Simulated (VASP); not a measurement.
# SiC (P6_3mc) in VASP: a series of runs

One crystal, SiC, is run at these levels: PBE; tasks: band structure.

Everything below comes from runs of VASP 6.6.1. Logs are shortened: lines on timing, memory, paths and dates and some standing lists are left out, and cuts for length are marked.

**1. The crystal as given**

Symmetry: P6_3mc, No. 186, hexagonal system. Conventional cell: a = 3.076 Å, b = 3.076 Å, c = 10.071 Å, α = 90.00°, β = 90.00°, γ = 120.00°. Around Si (site symmetry 3m) lie 4 C at 1.88 to 1.89 Å. Si (site symmetry 3m) is surrounded by 4 C at 1.88 to 1.89 Å. C (site symmetry 3m) is surrounded by 4 Si at 1.88 to 1.89 Å. Around C (site symmetry 3m) lie 4 Si at 1.88 to 1.89 Å.

The cell is a database's computed one.

**2. Band structure, PBE**

INCAR reads:

```
PREC = Accurate
ENCUT = 500
EDIFF = 1E-7
ISMEAR = -1
SIGMA = 0.05
LREAL = F
LASPH = T
NELM = 60
ALGO = Fast
ISIF = 2
LWAVE = F
LCHARG = F
GGA = PE
NBANDS = 26
```

KPOINTS reads:

```
Automatic mesh
0
Gamma
  10 10 3
```

POSCAR reads:

```
SiC
1.0
    3.0756941497      0.0000000000      0.0000000000
   -1.5378470748      2.6636292679      0.0000000000
    0.0000000000      0.0000000000     10.0706464800
Si C
4 4
Direct
    0.0000000000      0.0000000000      0.1878943800
    0.0000000000      0.0000000000      0.6878943800
    0.3333333333      0.6666666667      0.4378419800
    0.6666666667      0.3333333333      0.9378419800
    0.0000000000      0.0000000000      0.0004600500
    0.0000000000      0.0000000000      0.5004600500
    0.3333333333      0.6666666667      0.2498025900
    0.6666666667      0.3333333333      0.7498025900
```

KPOINTS_OPT reads:

```
path GMKGALHA,LM,KH
10
line-mode
reciprocal
 0.0000000000  0.0000000000  0.0000000000  G
 0.5000000000  0.0000000000  0.0000000000  M

 0.5000000000  0.0000000000  0.0000000000  M
 0.3333333333  0.3333333333  0.0000000000  K

 0.3333333333  0.3333333333  0.0000000000  K
 0.0000000000  0.0000000000  0.0000000000  G

 0.0000000000  0.0000000000  0.0000000000  G
 0.0000000000  0.0000000000  0.5000000000  A

 0.0000000000  0.0000000000  0.5000000000  A
 0.5000000000  0.0000000000  0.5000000000  L

 0.5000000000  0.0000000000  0.5000000000  L
 0.3333333333  0.3333333333  0.5000000000  H

 0.3333333333  0.3333333333  0.5000000000  H
 0.0000000000  0.0000000000  0.5000000000  A

 0.5000000000  0.0000000000  0.5000000000  L
 0.5000000000  0.0000000000  0.0000000000  M

 0.3333333333  0.3333333333  0.0000000000  K
 0.3333333333  0.3333333333  0.5000000000  H
```

Potentials or basis: VASP PAW PBE potentials, release 64 (Si, C).

Started as:

```console
$ cat potpaw_PBE.64/Si/POTCAR potpaw_PBE.64/C/POTCAR > POTCAR
$ mpirun -np 1 vasp_std > vasp.out
```

OUTCAR:

```text
PREC = Accurate
   ENCUT = 500
   EDIFF = 1E-7
   ISMEAR = -1
   LREAL = F
   LASPH = T
   NELM = 60
   ISIF = 2
   GGA = PE

 ion  position               nearest neighbor table
   1  0.000  0.000  0.188-   7 1.88   7 1.88   7 1.88   5 1.89   3 3.08   3 3.08   3 3.08   4 3.08
                             4 3.08   4 3.08
   2  0.000  0.000  0.688-   8 1.88   8 1.88   8 1.88   6 1.89   4 3.08   4 3.08   4 3.08   3 3.08
                             3 3.08   3 3.08
   3  0.333  0.667  0.438-   6 1.88   6 1.88   6 1.88   7 1.89   1 3.08   1 3.08   1 3.08   2 3.08
                             2 3.08   2 3.08
   4  0.667  0.333  0.938-   5 1.88   5 1.88   5 1.88   8 1.89   2 3.08   2 3.08   2 3.08   1 3.08
                             1 3.08   1 3.08
   5  0.000  0.000  0.000-   4 1.88   4 1.88   4 1.88   1 1.89
   6  0.000  0.000  0.500-   3 1.88   3 1.88   3 1.88   2 1.89
   7  0.333  0.667  0.250-   1 1.88   1 1.88   1 1.88   3 1.89
   8  0.667  0.333  0.750-   2 1.88   2 1.88   2 1.88   4 1.89

  LATTYP: Found a hexagonal cell.
 ALAT       =     3.0756941497
 C/A-ratio  =     3.2742678530

  Lattice vectors:

 A1 = (   3.0756941497,   0.0000000000,   0.0000000000)
 A2 = (  -1.5378470748,   2.6636292679,   0.0000000000)
 A3 = (   0.0000000000,   0.0000000000,  10.0706464800)

Analysis of symmetry for initial positions (statically):
=====================================================================
 Subroutine PRICEL returns:
 Original cell was already a primitive cell.

 Routine SETGRP: Setting up the symmetry group for a
 hexagonal supercell.

 Subroutine GETGRP returns: Found 12 space group operations
 (whereof  6 operations were pure point group operations)
 out of a pool of 24 trial point group operations.

The static configuration has the point symmetry C_3v.
 The point group associated with its full space group is C_6v.

Analysis of symmetry for dynamics (positions and initial velocities):
=====================================================================
 Subroutine PRICEL returns:
 Original cell was already a primitive cell.

 Routine SETGRP: Setting up the symmetry group for a
 hexagonal supercell.

 Subroutine GETGRP returns: Found 12 space group operations
 (whereof  6 operations were pure point group operations)
 out of a pool of 24 trial point group operations.

The dynamic configuration has the point symmetry C_3v.
 The point group associated with its full space group is C_6v.

 Subroutine INISYM returns: Found 12 space group operations
 (whereof  6 operations are pure point group operations),
 and found     1 'primitive' translations

----------------------------------------------------------------------------------------

                                     Primitive cell

  volume of cell :      82.5039

  direct lattice vectors                    reciprocal lattice vectors
     3.075694150  0.000000000  0.000000000     0.325129857  0.187713811  0.000000000
    -1.537847075  2.663629268  0.000000000     0.000000000  0.375427621  0.000000000
     0.000000000  0.000000000 10.070646480     0.000000000  0.000000000  0.099298491

  length of vectors
     3.075694150  3.075694150 10.070646480     0.375427621  0.375427621  0.099298491

  position of ions in fractional coordinates (direct lattice)
     0.000000000  0.000000000  0.187894380
     0.000000000  0.000000000  0.687894380
     0.333333333  0.666666667  0.437841980
     0.666666667  0.333333333  0.937841980
     0.000000000  0.000000000  0.000460050
     0.000000000  0.000000000  0.500460050
     0.333333333  0.666666667  0.249802590
     0.666666667  0.333333333  0.749802590

  ion indices of the primitive-cell ions
   primitive index   ion index
                 1           1
                 2           2
                 3           3
                 4           4
                 5           5
                 6           6
                 7           7
                 8           8

----------------------------------------------------------------------------------------

 KPOINTS: Automatic mesh

Automatic generation of k-mesh.
 Grid dimensions read from file:
 generate k-points for:   10   10    3

 Generating k-lattice:

  Cartesian coordinates                     Fractional coordinates (reciprocal lattice)
     0.032512986  0.018771381  0.000000000     0.100000000  0.000000000  0.000000000
     0.000000000  0.037542762  0.000000000     0.000000000  0.100000000  0.000000000
     0.000000000  0.000000000  0.033099497     0.000000000  0.000000000  0.333333333

  Length of vectors
     0.037542762  0.037542762  0.033099497

  Shift w.r.t. Gamma in fractional coordinates (k-lattice)
     0.000000000  0.000000000  0.000000000

 Subroutine IBZKPT returns following result:
 ===========================================

 Found     28 irreducible k-points:

 Following reciprocal coordinates:
            Coordinates               Weight
  0.000000  0.000000  0.000000      1.000000
  0.100000  0.000000  0.000000      6.000000
  0.200000  0.000000  0.000000      6.000000
  0.300000  0.000000  0.000000      6.000000
  0.400000  0.000000  0.000000      6.000000
  0.500000  0.000000  0.000000      3.000000
[... 16 lines left out ...]
  0.300000  0.100000  0.333333     24.000000
  0.400000  0.100000  0.333333     24.000000
 [... further k-points ...]
   k-points           NKPTS =     28   k-points in BZ     NKDIM =     28   number of bands    NBANDS=     26
   number of dos      NEDOS =    301   number of ions     NIONS =      8
   total plane-waves  NPLWV =  46080
   dimension x,y,z NGX =    24 NGY =   24 NGZ =   80
   dimension x,y,z NGXF=    48 NGYF=   48 NGZF=  160
   ions per type =               4   4
   NGX,Y,Z   is equivalent  to a cutoff of  12.97, 12.97, 13.21 a.u.
   NGXF,Y,Z  is equivalent  to a cutoff of  25.94, 25.94, 26.41 a.u.
 SYSTEM =  unknown system
   PREC   = accura    normal or accurate (medium, high low for compatibility)
   ISTART =      0    job   : 0-new  1-cont  2-samecut
   ICHARG =      2    charge: 1-file 2-atom 10-const
   ISPIN  =      1    spin polarized calculation?
   LNONCOLLINEAR =      F non collinear calculations
   LSORBIT =      F    spin-orbit coupling
   LASPH  =      T    aspherical Exc in radial PAW
   ENCUT  =  500.0 eV  36.75 Ry    6.06 a.u.   5.61  5.61 18.36*2*pi/ulx,y,z
   NELM   =     60;   NELMIN=  2; NELMDL= -5     # of ELM steps
   EDIFF  = 0.1E-06   stopping-criterion for ELM
   LREAL  =      F    real-space projection
   EDIFFG = 0.1E-05   stopping-criterion for IOM
   NSW    =      0    number of steps for IOM
   IBRION =     -1    ionic relax: 0-MD 1-quasi-New 2-CG
   NFREE  =      0    steps in history (QN), initial steepest desc. (CG)
   ISIF   =      2    stress and relaxation
   ISYM   =      2    0-nonsym 1-usesym 2-fastsym
   POTIM  = 0.5000    time-step for ionic-motion
   TEBEG  =    0.0;   TEEND  =   0.0 temperature during run
   PSTRESS=    0.0 pullay stress
   NELECT =      32.0000    total number of electrons
   NUPDOWN=      -1.0000    fix difference up-down
   EMIN   =  10.00;   EMAX   =-10.00  energy-range for DOS
   EFERMI =   0.00;   METHOD = LEGACY
   ISMEAR =    -1;   SIGMA  =   0.05  broadening in eV -4-tet -1-fermi 0-gaus
   EFERMI_NEDOS =   21; number of points for ismear=-14 and -15
   IALGO  =     68    algorithm
   IMIX   =      4    mixing-type and parameters
     AMIX     =   0.40;   BMIX     =  1.00
     AMIX_MAG =   1.60;   BMIX_MAG =  1.00
  volume/ion in A,a.u.               =      10.31        69.60
  Fermi-wavevector in a.u.,A,eV,Ry     =   1.193897  2.256138 19.393597  1.425389
  Thomas-Fermi vector in A             =   2.329900
   LORBIT       =      0    0 simple, 1 ext, 2 COOP (PROOUT), +10 PAW based schemes
   GGA     = PE    functional components
   LHFCALC =     F    Hartree Fock is set to
   AEXX    =    0.0000 exact exchange contribution
   IVDW    =     0    specifies the selected vdW correction
   LEPSILON=     F    determine dielectric tensor
   LRPA    =     F    only Hartree local field effects (RPA)
 non-spin polarized calculation
 RMM-DIIS sequential band-by-band and
  energy-cutoff  :      500.00
  volume of cell :       82.50
 maximum number of plane-waves:      2137
 NGX is ok and might be reduce to    24
   NGX = 11   NGY = 11   NGZ = 37

 number of electron      32.0000000 magnetization

 Free energy of the ion-electron system (eV)
  ---------------------------------------------------
  ext. energy  EPLUGINS =         0.00000000
  ---------------------------------------------------
  free energy    TOTEN  =       -60.23181532 eV

  energy without entropy =      -60.23181532  energy(sigma->0) =      -60.23181532

 E-fermi :   9.2450     XC(G=0): -11.3673

 val. band max:        8.2108432236   @ k =   0.0000   0.0000   0.0000
 cond. band min:      10.4363387400   @ k =   0.5000   0.0000   0.0000
 fundamental gap:      2.2254955164
 Fermi energy:         9.2450370955

 k-point     1 :       0.0000    0.0000    0.0000
  band No.  band energies     occupation
      1      -7.2953      2.00000
      2      -6.1155      2.00000
      3      -6.0788      2.00000
      4      -3.7187      2.00000
      5      -0.4170      2.00000
      6       3.8233      2.00000
[... 18 lines left out ...]
     25      15.6253      0.00000
     26      16.2929      0.00000

 k-point     2 :       0.1000    0.0000    0.0000
  band No.  band energies     occupation
      1      -7.1213      2.00000
      2      -5.9473      2.00000
      3      -5.9098      2.00000
      4      -3.5721      2.00000
      5      -0.2575      2.00000
      6       3.8729      2.00000
[... 18 lines left out ...]
     25      15.8220      0.00000
[... 608 lines left out ...]
     25      16.5259      0.00000
     26      17.5407      0.00000

 k-point    24 :       0.4000    0.1000    0.3333
  band No.  band energies     occupation
      1      -3.9503      2.00000
      2      -3.6605      2.00000
      3      -2.7572      2.00000
      4      -2.3856      2.00000
      5       0.0623      2.00000
      6       0.4160      2.00000
[... 18 lines left out ...]
     25      16.1912      0.00000
     26      17.0871      0.00000

 [... further k-points ...]

------------------------ aborting loop because EDIFF is reached ----------------------------------------

  FORCE on cell =-STRESS in cart. coord.  units (eV):
  Direction    XX          YY          ZZ          XY          YZ          ZX
  --------------------------------------------------------------------------------------
  -------------------------------------------------------------------------------------
  Total        2.0179244      2.0179244      1.9507842      0.0000000      0.0000000      0.0000000
  in kB       39.1869270     39.1869270     37.8831019      0.0000000      0.0000000      0.0000000
  external PRESSURE =      38.7523186 kB  Pullay stress =       0.0000000 kB

 VOLUME and BASIS-vectors are now :
 -----------------------------------------------------------------------------
  energy-cutoff  :      500.00
  volume of cell :       82.50
      direct lattice vectors                 reciprocal lattice vectors
     3.075694150  0.000000000  0.000000000     0.325129857  0.187713811  0.000000000
    -1.537847075  2.663629268  0.000000000     0.000000000  0.375427621  0.000000000
     0.000000000  0.000000000 10.070646480     0.000000000  0.000000000  0.099298491

 POSITION                                       TOTAL-FORCE (eV/Angst)
 -----------------------------------------------------------------------------------
      0.00000      0.00000      1.89222        -0.000000      0.000000      0.001788
      0.00000      0.00000      6.92754         0.000000     -0.000000      0.001788
     -0.00000      1.77575      4.40935        -0.000000      0.000000     -0.004895
      1.53785      0.88788      9.44468         0.000000     -0.000000     -0.004895
      0.00000      0.00000      0.00463        -0.000000      0.000000     -0.002236
      0.00000      0.00000      5.03996         0.000000     -0.000000     -0.002236
     -0.00000      1.77575      2.51567        -0.000000      0.000000      0.005343
      1.53785      0.88788      7.55100        -0.000000     -0.000000      0.005343
 -----------------------------------------------------------------------------------
    total drift:                               -0.000000     -0.000000      0.000029

  FREE ENERGIE OF THE ION-ELECTRON SYSTEM (eV)
  ---------------------------------------------------
  free  energy   TOTEN  =       -60.2318153158 eV

  energy  without entropy=      -60.2318153157  energy(sigma->0) =      -60.23181532
```

It took 75 s on 1 thread of Intel Xeon 6975P-C (Granite Rapids), shared host; peak memory 0.24 GiB.

Results:

* Free energy: -60.2318 eV
* Pressure: 3.9 GPa
* Largest force: 0.005 eV/Å
* Band gap on the k mesh: 2.23 eV, indirect (least direct gap 3.35 eV)
* Band gap along the path: 2.23 eV, indirect (least direct gap 3.35 eV)

Forces in eV/Å, atoms in the order of the input:
```
Si   0.000  0.000  0.002
Si   0.000  0.000  0.002
Si   0.000  0.000 -0.005
Si   0.000  0.000 -0.005
C    0.000  0.000 -0.002
C    0.000  0.000 -0.002
C    0.000  0.000  0.005
C    0.000  0.000  0.005
```

Levels at the corners of the path, in eV from the valence-band top:
```tsv
point	band 13	band 14	band 15	band 16	band 17	band 18	band 19	band 20
Γ	-0.58	-0.05	0.00	0.00	5.12	5.70	6.32	6.34
M	-2.36	-2.22	-1.58	-1.12	2.23	2.36	4.23	4.76
M	-2.36	-2.22	-1.58	-1.12	2.23	2.36	4.23	4.76
K	-4.00	-2.87	-2.87	-1.67	3.97	3.97	5.19	5.60
K	-4.00	-2.87	-2.87	-1.67	3.97	3.97	5.19	5.60
Γ	-0.58	-0.05	0.00	0.00	5.12	5.70	6.32	6.34
Γ	-0.58	-0.05	0.00	0.00	5.12	5.70	6.32	6.34
A	-0.21	-0.21	-0.21	-0.21	5.32	5.32	6.79	6.79
A	-0.21	-0.21	-0.21	-0.21	5.32	5.32	6.79	6.79
L	-2.50	-2.50	-1.55	-1.55	2.64	2.64	4.22	4.22
L	-2.50	-2.50	-1.55	-1.55	2.64	2.64	4.22	4.22
H	-2.75	-2.75	-2.45	-2.45	3.24	3.24	6.69	6.69
H	-2.75	-2.75	-2.45	-2.45	3.24	3.24	6.69	6.69
A	-0.21	-0.21	-0.21	-0.21	5.32	5.32	6.79	6.79
L	-2.50	-2.50	-1.55	-1.55	2.64	2.64	4.22	4.22
M	-2.36	-2.22	-1.58	-1.12	2.23	2.36	4.23	4.76
K	-4.00	-2.87	-2.87	-1.67	3.97	3.97	5.19	5.60
H	-2.75	-2.75	-2.45	-2.45	3.24	3.24	6.69	6.69
```

**3. Band structure, PBE**

INCAR reads:

```
SYSTEM = SiC
PREC = Accurate
ENCUT = 520
EDIFF = 1E-6
ISMEAR = -1
SIGMA = 0.05
LREAL = .FALSE.
LASPH = .TRUE.
NELM = 100
ALGO = Normal
ISIF = 2
LWAVE = .FALSE.
LCHARG = .FALSE.
GGA = PE
```

KPOINTS reads:

```
Automatic mesh
0
G
  10 10 3
  0 0 0
```

POSCAR is that of step 2.

KPOINTS_OPT: that of step 2 with these lines changed.

```diff
@@ -1,3 +1,3 @@
 path GMKGALHA,LM,KH
-10
+15
 line-mode
```

Potentials or basis: VASP PAW PBE potentials, release 64 (Si, C).

Started as:

```console
$ cat potpaw_PBE.64/Si/POTCAR potpaw_PBE.64/C/POTCAR > POTCAR
$ mpirun -np 1 vasp_std > vasp.out
```

It took 66 s on 1 thread of Intel Xeon 6975P-C (Granite Rapids), shared host; peak memory 0.23 GiB.

The run converged. Its results:

| Quantity | Value |
| --- | --- |
| Free energy | -60.2310 eV |
| Pressure | 3.9 GPa |
| Largest force | 0.005 eV/Å |
| Band gap on the k mesh | 2.23 eV, indirect (least direct gap 3.35 eV) |
| Band gap along the path | 2.23 eV, indirect (least direct gap 3.35 eV) |

Forces in eV/Å, atoms in the order of the input:
```
Si   0.000  0.000  0.002
Si   0.000  0.000  0.002
Si   0.000  0.000 -0.005
Si   0.000  0.000 -0.005
C    0.000  0.000 -0.002
C    0.000  0.000 -0.002
C    0.000  0.000  0.005
C    0.000  0.000  0.005
```

Stress tensor (GPa, compression positive):
```
3.91 0.00 0.00
0.00 3.91 0.00
0.00 0.00 3.77
```

Levels at the corners of the path, in eV from the valence-band top:
```tsv
point	band 12	band 13	band 14	band 15	band 16	band 17	band 18	band 19	band 20	band 21
Γ	-0.58	-0.58	-0.05	0.00	0.00	5.12	5.70	6.32	6.34	7.01
M	-2.39	-2.36	-2.22	-1.58	-1.12	2.23	2.36	4.23	4.76	5.31
M	-2.39	-2.36	-2.22	-1.58	-1.12	2.23	2.36	4.23	4.76	5.31
K	-4.38	-4.00	-2.87	-2.87	-1.67	3.97	3.97	5.19	5.60	5.60
K	-4.38	-4.00	-2.87	-2.87	-1.67	3.97	3.97	5.19	5.60	5.60
Γ	-0.58	-0.58	-0.05	0.00	0.00	5.12	5.70	6.32	6.34	7.00
Γ	-0.58	-0.58	-0.05	0.00	0.00	5.12	5.70	6.32	6.34	7.00
A	-1.04	-0.21	-0.21	-0.21	-0.21	5.32	5.32	6.79	6.79	7.08
A	-1.04	-0.21	-0.21	-0.21	-0.21	5.32	5.32	6.79	6.80	7.08
L	-3.02	-2.50	-2.50	-1.55	-1.55	2.64	2.64	4.22	4.22	6.13
L	-3.02	-2.50	-2.50	-1.55	-1.55	2.64	2.64	4.22	4.22	6.13
H	-5.03	-2.75	-2.75	-2.45	-2.45	3.24	3.24	6.69	6.70	6.72
H	-5.03	-2.75	-2.75	-2.45	-2.45	3.24	3.24	6.69	6.70	6.72
A	-1.04	-0.21	-0.21	-0.21	-0.21	5.32	5.32	6.79	6.79	7.08
L	-3.02	-2.50	-2.50	-1.55	-1.55	2.64	2.64	4.22	4.22	6.13
M	-2.39	-2.36	-2.22	-1.58	-1.12	2.23	2.36	4.23	4.76	5.31
K	-4.38	-4.00	-2.87	-2.87	-1.67	3.97	3.97	5.19	5.60	5.60
H	-5.03	-2.75	-2.75	-2.45	-2.45	3.24	3.24	6.69	6.70	6.72
```

As with any semilocal functional, this PBE gap is likely too small.
